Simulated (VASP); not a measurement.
# CaO (Fm-3m) in VASP: a series of runs

Runs on CaO. Level: r2SCAN. Tasks: relaxation of cell and atoms, electrostatic potential.

Everything below comes from runs of VASP 6.6.1. Logs are shortened: lines on timing, memory, paths and dates and some standing lists are left out, and cuts for length are marked.

### 1 The structure

It takes space group Fm-3m (No. 225, cubic). Conventional cell: a = 4.780 Å, b = 4.780 Å, c = 4.780 Å, α = 90.00°, β = 90.00°, γ = 90.00°. Ca (site symmetry m-3m) has 6 O at 2.39 Å as nearest neighbours. Around O (site symmetry m-3m) lie 6 Ca at 2.39 Å.

The cell was built by a generator and needn't be a form met in nature.

### 2 Relaxation of cell and atoms, r2SCAN

Input file INCAR:

```
PREC = Accurate ; ENCUT = 600
EDIFF = 1E-6 ; ISMEAR = 0
SIGMA = 0.02 ; LREAL = F
LASPH = T ; NELM = 120
ALGO = Normal ; ISIF = 3
LWAVE = F ; LCHARG = F
METAGGA = R2SCAN ; LMIXTAU = T
IBRION = 2 ; NSW = 60
EDIFFG = -0.005
```

Input file KPOINTS:

```
regular mesh
0
Gamma
  10 10 10
```

Input file POSCAR:

```
CaO
1.0
    0.0000000000      2.3900000000      2.3900000000
    2.3900000000      0.0000000000      2.3900000000
    2.3900000000      2.3900000000      0.0000000000
Ca O
1 1
Direct
    0.0000000000      0.0000000000      0.0000000000
    0.5000000000      0.5000000000      0.5000000000
```

Potentials or basis: VASP PAW PBE potentials, release 64 (Ca_sv, O).

On the command line:

```console
$ cat potpaw_PBE.64/Ca_sv/POTCAR potpaw_PBE.64/O/POTCAR > POTCAR
$ mpirun -np 1 vasp_std > vasp.out
```

OUTCAR:

```text
PREC = Accurate
   ENCUT = 600
   EDIFF = 1E-6
   ISMEAR = 0
   LREAL = F
   LASPH = T
   NELM = 120
   ISIF = 3
   METAGGA = R2SCAN
   IBRION = 2
   NSW = 60
   EDIFFG = -0.005

 ion  position               nearest neighbor table
   1  0.000  0.000  0.000-   2 2.39   2 2.39   2 2.39   2 2.39   2 2.39   2 2.39
   2  0.500  0.500  0.500-   1 2.39   1 2.39   1 2.39   1 2.39   1 2.39   1 2.39

  LATTYP: Found a face centered cubic cell.
 ALAT       =     4.7800000000

  Lattice vectors:

 A1 = (   0.0000000000,   2.3900000000,   2.3900000000)
 A2 = (   2.3900000000,   0.0000000000,   2.3900000000)
 A3 = (   2.3900000000,   2.3900000000,   0.0000000000)

Analysis of symmetry for initial positions (statically):
=====================================================================
 Subroutine PRICEL returns:
 Original cell was already a primitive cell.

 Routine SETGRP: Setting up the symmetry group for a
 face centered cubic supercell.

 Subroutine GETGRP returns: Found 48 space group operations
 (whereof 48 operations were pure point group operations)
 out of a pool of 48 trial point group operations.

The static configuration has the point symmetry O_h .

Analysis of symmetry for dynamics (positions and initial velocities):
=====================================================================
 Subroutine PRICEL returns:
 Original cell was already a primitive cell.

 Routine SETGRP: Setting up the symmetry group for a
 face centered cubic supercell.

 Subroutine GETGRP returns: Found 48 space group operations
 (whereof 48 operations were pure point group operations)
 out of a pool of 48 trial point group operations.

The dynamic configuration has the point symmetry O_h .

 Subroutine INISYM returns: Found 48 space group operations
 (whereof 48 operations are pure point group operations),
 and found     1 'primitive' translations

----------------------------------------------------------------------------------------

                                     Primitive cell

  volume of cell :      27.3038

  direct lattice vectors                    reciprocal lattice vectors
     0.000000000  2.390000000  2.390000000    -0.209205021  0.209205021  0.209205021
     2.390000000  0.000000000  2.390000000     0.209205021 -0.209205021  0.209205021
     2.390000000  2.390000000  0.000000000     0.209205021  0.209205021 -0.209205021

  length of vectors
     3.379970414  3.379970414  3.379970414     0.362353725  0.362353725  0.362353725

  position of ions in fractional coordinates (direct lattice)
     0.000000000  0.000000000  0.000000000
     0.500000000  0.500000000  0.500000000

  ion indices of the primitive-cell ions
   primitive index   ion index
                 1           1
                 2           2

----------------------------------------------------------------------------------------

 KPOINTS: regular mesh

Automatic generation of k-mesh.
 Grid dimensions read from file:
 generate k-points for:   10   10   10

 Generating k-lattice:

  Cartesian coordinates                     Fractional coordinates (reciprocal lattice)
    -0.020920502  0.020920502  0.020920502     0.100000000  0.000000000  0.000000000
     0.020920502 -0.020920502  0.020920502     0.000000000  0.100000000  0.000000000
     0.020920502  0.020920502 -0.020920502     0.000000000  0.000000000  0.100000000

  Length of vectors
     0.036235373  0.036235373  0.036235373

  Shift w.r.t. Gamma in fractional coordinates (k-lattice)
     0.000000000  0.000000000  0.000000000

 Subroutine IBZKPT returns following result:
 ===========================================

 Found     47 irreducible k-points:

 Following reciprocal coordinates:
            Coordinates               Weight
  0.000000  0.000000  0.000000      1.000000
  0.100000  0.000000  0.000000      8.000000
  0.200000  0.000000  0.000000      8.000000
  0.300000  0.000000  0.000000      8.000000
  0.400000  0.000000  0.000000      8.000000
  0.500000  0.000000  0.000000      4.000000
[... 16 lines left out ...]
  0.300000  0.300000  0.000000      6.000000
  0.400000  0.300000  0.000000     24.000000
 [... further k-points ...]
   k-points           NKPTS =     47   k-points in BZ     NKDIM =     47   number of bands    NBANDS=     12
   number of dos      NEDOS =    301   number of ions     NIONS =      2
   total plane-waves  NPLWV =  21952
   dimension x,y,z NGX =    28 NGY =   28 NGZ =   28
   dimension x,y,z NGXF=    56 NGYF=   56 NGZF=   56
   ions per type =               1   1
   NGX,Y,Z   is equivalent  to a cutoff of  13.77, 13.77, 13.77 a.u.
   NGXF,Y,Z  is equivalent  to a cutoff of  27.54, 27.54, 27.54 a.u.
 SYSTEM =  unknown system
   PREC   = accura    normal or accurate (medium, high low for compatibility)
   ISTART =      0    job   : 0-new  1-cont  2-samecut
   ICHARG =      2    charge: 1-file 2-atom 10-const
   ISPIN  =      1    spin polarized calculation?
   LNONCOLLINEAR =      F non collinear calculations
   LSORBIT =      F    spin-orbit coupling
   LASPH  =      T    aspherical Exc in radial PAW
   ENCUT  =  600.0 eV  44.10 Ry    6.64 a.u.   6.75  6.75  6.75*2*pi/ulx,y,z
   NELM   =    120;   NELMIN=  2; NELMDL= -5     # of ELM steps
   EDIFF  = 0.1E-05   stopping-criterion for ELM
   LREAL  =      F    real-space projection
   EDIFFG = -.5E-02   stopping-criterion for IOM
   NSW    =     60    number of steps for IOM
   IBRION =      2    ionic relax: 0-MD 1-quasi-New 2-CG
   NFREE  =      1    steps in history (QN), initial steepest desc. (CG)
   ISIF   =      3    stress and relaxation
   ISYM   =      2    0-nonsym 1-usesym 2-fastsym
   POTIM  = 0.5000    time-step for ionic-motion
   TEBEG  =    0.0;   TEEND  =   0.0 temperature during run
   PSTRESS=    0.0 pullay stress
   NELECT =      16.0000    total number of electrons
   NUPDOWN=      -1.0000    fix difference up-down
   EMIN   =  10.00;   EMAX   =-10.00  energy-range for DOS
   EFERMI =   0.00;   METHOD = LEGACY
   ISMEAR =     0;   SIGMA  =   0.02  broadening in eV -4-tet -1-fermi 0-gaus
   EFERMI_NEDOS =   21; number of points for ismear=-14 and -15
   IALGO  =     38    algorithm
   IMIX   =      4    mixing-type and parameters
     AMIX     =   0.40;   BMIX     =  1.00
     AMIX_MAG =   1.60;   BMIX_MAG =  1.00
  volume/ion in A,a.u.               =      13.65        92.13
  Fermi-wavevector in a.u.,A,eV,Ry     =   1.369957  2.588843 25.535171  1.876782
  Thomas-Fermi vector in A             =   2.495786
   LORBIT       =      0    0 simple, 1 ext, 2 COOP (PROOUT), +10 PAW based schemes
   METAGGA = R2SCAN    functional components
   LHFCALC =     F    Hartree Fock is set to
   AEXX    =    0.0000 exact exchange contribution
   IVDW    =     0    specifies the selected vdW correction
   LEPSILON=     F    determine dielectric tensor
   LRPA    =     F    only Hartree local field effects (RPA)
 conjugate gradient relaxation of ions
 non-spin polarized calculation
 Gauss-broadening in eV      SIGMA  =   0.02
  energy-cutoff  :      600.00
  volume of cell :       27.30
 maximum number of plane-waves:       941
   NGX = 13   NGY = 13   NGZ = 13

--------------------------------------- Ionic step        1  -------------------------------------------

 number of electron      15.9999997 magnetization

 Free energy of the ion-electron system (eV)
  ---------------------------------------------------
  ext. energy  EPLUGINS =         0.00000000
  ---------------------------------------------------
  free energy    TOTEN  =       -19.45382007 eV

  energy without entropy =      -19.45382007  energy(sigma->0) =      -19.45382007

------------------------ aborting loop because EDIFF is reached ----------------------------------------

  FORCE on cell =-STRESS in cart. coord.  units (eV):
  Direction    XX          YY          ZZ          XY          YZ          ZX
  --------------------------------------------------------------------------------------
  -------------------------------------------------------------------------------------
  Total        0.3562602      0.3562602      0.3562602      0.0000000     -0.0000000      0.0000000
  in kB       20.9051963     20.9051963     20.9051963      0.0000000     -0.0000000      0.0000000
  external PRESSURE =      20.9051963 kB  Pullay stress =       0.0000000 kB
[... 57 lines left out ...]
  energy  without entropy=      -19.4561720507  energy(sigma->0) =      -19.45617205

--------------------------------------- Ionic step        3  -------------------------------------------

 number of electron      15.9999997 magnetization

 Free energy of the ion-electron system (eV)
  ---------------------------------------------------
  ext. energy  EPLUGINS =         0.00000000
  ---------------------------------------------------
  free energy    TOTEN  =       -19.45687571 eV

  energy without entropy =      -19.45687571  energy(sigma->0) =      -19.45687571

 E-fermi :   2.1029     XC(G=0): -11.0699

 val. band max:        2.0096012465   @ k =   0.0000   0.0000   0.0000
 cond. band min:       6.1992605496   @ k =   0.5000   0.5000   0.0000
 fundamental gap:      4.1896593031
 Fermi energy:         2.1029362155

 k-point     1 :       0.0000    0.0000    0.0000
  band No.  band energies     occupation
      1     -37.0492      2.00000
      2     -16.9418      2.00000
      3     -16.9418      2.00000
      4     -16.9417      2.00000
      5     -14.4633      2.00000
      6       2.0096      2.00000
      7       2.0096      2.00000
      8       2.0096      2.00000
      9       7.4313      0.00000
     10       8.8616      0.00000
     11       8.8616      0.00000
     12       8.8616      0.00000
[... 331 lines left out ...]
 k-point    24 :       0.4000    0.3000    0.0000
  band No.  band energies     occupation
      1     -36.9434      2.00000
      2     -17.6180      2.00000
      3     -17.1394      2.00000
      4     -17.1120      2.00000
      5     -13.9197      2.00000
      6       0.3460      2.00000
      7       1.4637      2.00000
      8       1.5591      2.00000
      9       6.8807      0.00000
     10      10.3845      0.00000
     11      11.5126      0.00000
     12      11.5674      0.00000

 [... further k-points ...]
[... 5 lines left out ...]
  --------------------------------------------------------------------------------------
  -------------------------------------------------------------------------------------
  Total        0.0011463      0.0011463      0.0011463      0.0000000      0.0000000     -0.0000000
  in kB        0.0661141      0.0661141      0.0661141      0.0000000      0.0000000     -0.0000000
  external PRESSURE =       0.0661141 kB  Pullay stress =       0.0000000 kB
[... 17 lines left out ...]
  FREE ENERGIE OF THE ION-ELECTRON SYSTEM (eV)
  ---------------------------------------------------
  free  energy   TOTEN  =       -19.4568757073 eV

  energy  without entropy=      -19.4568757073  energy(sigma->0) =      -19.45687571

 reached required accuracy - stopping structural energy minimisation
```

It took 3.3 min on 1 thread of Intel Xeon Platinum 8488C (Sapphire Rapids), shared host; peak memory 0.18 GiB.

Results:

| Quantity | Value |
| --- | --- |
| Free energy | -19.4569 eV |
| Relaxed volume | 13.89 Å³/atom |
| Relaxed cell | a = 3.399 Å, b = 3.399 Å, c = 3.399 Å, α = 60.00°, β = 60.00°, γ = 60.00° |
| Space group after relaxing (to 0.05 Å) | Fm-3m (No. 225) |
| Energy gained by relaxing | 1.5 meV/atom |
| Ionic steps | 3 |
| Pressure after relaxing | 0.0 GPa |
| Band gap on the k mesh | 4.19 eV, indirect (least direct gap 4.56 eV) |

Step by step:
| step | energy change (eV) | largest force (eV/Å) | pressure (GPa) | volume (Å³) |
| --- | --- | --- | --- | --- |
| 1 | 0.0000 | 0.0000 | 2.09 | 27.30 |
| 2 | -0.0024 | 0.0000 | -0.95 | 28.01 |
| 3 | -0.0031 | 0.0000 | 0.01 | 27.78 |

Final structure:
```yaml
crystal:
  lattice:
    - [0.00000, 2.40381, 2.40381]
    - [2.40381, 0.00000, 2.40381]
    - [2.40381, 2.40381, 0.00000]
  atoms:
    - { symbol: Ca, position: [0.00000, 0.00000, 0.00000] }
    - { symbol: O, position: [0.50000, 0.50000, 0.50000] }
```

Caveat: the PAW data sets were made with another functional, which shifts forces and pressure a little. r2SCAN opens gaps a little over a GGA but as a rule still falls short of measured ones.

### 3 Electrostatic potential, r2SCAN

This run uses another cell than the first one, of 13.89 Å³/atom, 1.017 times its volume.

Input file INCAR:

```
SYSTEM = CaO
ALGO     = Normal         ! electronic algorithm
EDIFF    = 1E-6           ! SCF threshold, eV
ENCUT    = 520            ! plane-wave cutoff, eV
ISIF     = 2              ! what is computed and relaxed
ISMEAR   = 0              ! smearing method
LASPH    = .True.         ! aspherical terms in the spheres
LCHARG   = .True.         ! write CHGCAR
LMIXTAU  = .True.       
LREAL    = .False.        ! projectors in reciprocal space
LVHAR    = .True.       
LWAVE    = .False.        ! write WAVECAR
METAGGA  = R2SCAN         ! meta-GGA
NELM     = 80             ! most SCF steps
PREC     = Accurate       ! precision mode
SIGMA    = 0.02           ! smearing width, eV
```

Input file KPOINTS:

```
k-points
0
Gamma
  10 10 10
  0 0 0
```

Input file POSCAR:

```
CaO                                     
1.0
    0.0000000000      2.4038076630      2.4038076630
    2.4038076630     -0.0000000000      2.4038076630
    2.4038076630      2.4038076630      0.0000000000
  Ca              O             
     1     1
Direct
     0.0000000000000000    0.0000000000000000    0.0000000000000000
     0.5000000000000000    0.5000000000000000    0.5000000000000000
```

Potentials or basis: VASP PAW PBE potentials, release 64 (Ca_sv, O).

On the command line:

```console
$ cat potpaw_PBE.64/Ca_sv/POTCAR potpaw_PBE.64/O/POTCAR > POTCAR
$ mpirun -np 1 vasp_std > vasp.out
```

OUTCAR:

```text
SYSTEM = CaO
   EDIFF = 1E-6
   ENCUT = 520
   ISIF = 2
   ISMEAR = 0
   LASPH = .True.
   LREAL = .False.
   METAGGA = R2SCAN
   NELM = 80
   PREC = Accurate

 ion  position               nearest neighbor table
   1  0.000  0.000  0.000-   2 2.40   2 2.40   2 2.40   2 2.40   2 2.40   2 2.40
   2  0.500  0.500  0.500-   1 2.40   1 2.40   1 2.40   1 2.40   1 2.40   1 2.40

  LATTYP: Found a face centered cubic cell.
 ALAT       =     4.8076153260

  Lattice vectors:

 A1 = (   0.0000000000,   2.4038076630,   2.4038076630)
 A2 = (   2.4038076630,   0.0000000000,   2.4038076630)
[... 539 lines left out ...]
      8       1.5599      2.00000
      9       6.8810      0.00000
     10      10.3852      0.00000
     11      11.5132      0.00000
     12      11.5679      0.00000

 [... further k-points ...]
[... 5 lines left out ...]
  --------------------------------------------------------------------------------------
  -------------------------------------------------------------------------------------
  Total        0.0257927      0.0257927      0.0257927      0.0000000      0.0000000     -0.0000000
  in kB        1.4875701      1.4875701      1.4875701      0.0000000      0.0000000     -0.0000000
  external PRESSURE =       1.4875701 kB  Pullay stress =       0.0000000 kB

 VOLUME and BASIS-vectors are now :
 -----------------------------------------------------------------------------
  energy-cutoff  :      520.00
  volume of cell :       27.78
      direct lattice vectors                 reciprocal lattice vectors
     0.000000000  2.403807663  2.403807663    -0.208003331  0.208003331  0.208003331
     2.403807663  0.000000000  2.403807663     0.208003331 -0.208003331  0.208003331
     2.403807663  2.403807663  0.000000000     0.208003331  0.208003331 -0.208003331

 POSITION                                       TOTAL-FORCE (eV/Angst)
 -----------------------------------------------------------------------------------
      0.00000      0.00000      0.00000        -0.000000     -0.000000      0.000000
      2.40381      2.40381      2.40381         0.000000      0.000000     -0.000000
 -----------------------------------------------------------------------------------
    total drift:                                0.000000      0.000000      0.000000

  FREE ENERGIE OF THE ION-ELECTRON SYSTEM (eV)
  ---------------------------------------------------
  free  energy   TOTEN  =       -19.4541197931 eV

  energy  without entropy=      -19.4541197931  energy(sigma->0) =      -19.45411979
```

Wall time 83 s (1 thread of Intel Xeon Platinum 8488C (Sapphire Rapids), shared host); peak memory 0.17 GiB.

What came out:

```yaml
Free_energy: -19.4541 eV
Pressure: 0.1 GPa
Band_gap_on_the_k_mesh: 4.19 eV, indirect (least direct gap 4.56 eV)
```

Caveat: the PAW data sets were made with another functional, which shifts forces and pressure a little. A k mesh can miss the band edges.
